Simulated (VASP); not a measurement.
Wanted: the native input for a VASP 6.6.1 run.

* Task: relaxation of the atoms
* Functional: PBE
* Potentials or basis: VASP PAW PBE potentials, release 64 (Sr_sv, Ti_sv, O_s)
* Cutoff: 300 eV
* k mesh: 4 × 4 × 4
* Occupations: gaussian, width 0.03 eV
* Spin: no spin polarisation
* Further INCAR settings: ALGO = Normal; EDIFF = 1e-07; IBRION = 2; EDIFFG = -0.01; NSW = 40

The structure of SrTiO3 (Tausonite) lies in POSCAR:

```
SrTiO3                                  
1.0
    3.9581892392      0.0000000000     -0.0000000000
    0.0000000000      3.9581892392      0.0000000000
   -0.0000000000      0.0000000000      3.9581892392
  Sr              Ti              O             
     1     1     3
Direct
     0.5000000000000000    0.5000000000000000    0.5000000000000000
     0.0000000000000000    0.0000000000000000    0.0000000000000000
     0.5000000000000000    0.0000000000000000    0.0000000000000000
     0.0000000000000000    0.5000000000000000    0.0000000000000000
     0.0000000000000000    0.0000000000000000    0.5000000000000000
```

The cell isn't the ideal one: a relaxed cell with its volume scaled by 1.02.

One way to write it, as run:

INCAR

```
ALGO = Normal ; EDIFF = 1E-7
EDIFFG = -0.01 ; ENCUT = 300
GGA = PE ; IBRION = 2
ISIF = 2 ; ISMEAR = 0
LASPH = T ; LCHARG = F
LREAL = F ; LWAVE = F
NELM = 80 ; NSW = 40
PREC = Accurate ; SIGMA = 0.03
```

KPOINTS

```
k-points
0
Gamma
  4 4 4
```

Potentials or basis: VASP PAW PBE potentials, release 64 (Sr_sv, Ti_sv, O_s).

The run is started by

```console
$ cat potpaw_PBE.64/Sr_sv/POTCAR potpaw_PBE.64/Ti_sv/POTCAR potpaw_PBE.64/O_s/POTCAR > POTCAR
$ mpirun -np 1 vasp_std > vasp.out
```

It gave:

- Band gap on the k mesh: 1.76 eV, indirect (least direct gap 2.14 eV)

Caveat: the relaxation stopped at its first step, so nothing moved.

Wall time 8.3 s on 1 thread of Intel(R) Xeon(R) Platinum 8488C (Sapphire Rapids), with other jobs on the host, peak memory 0.13 GiB.
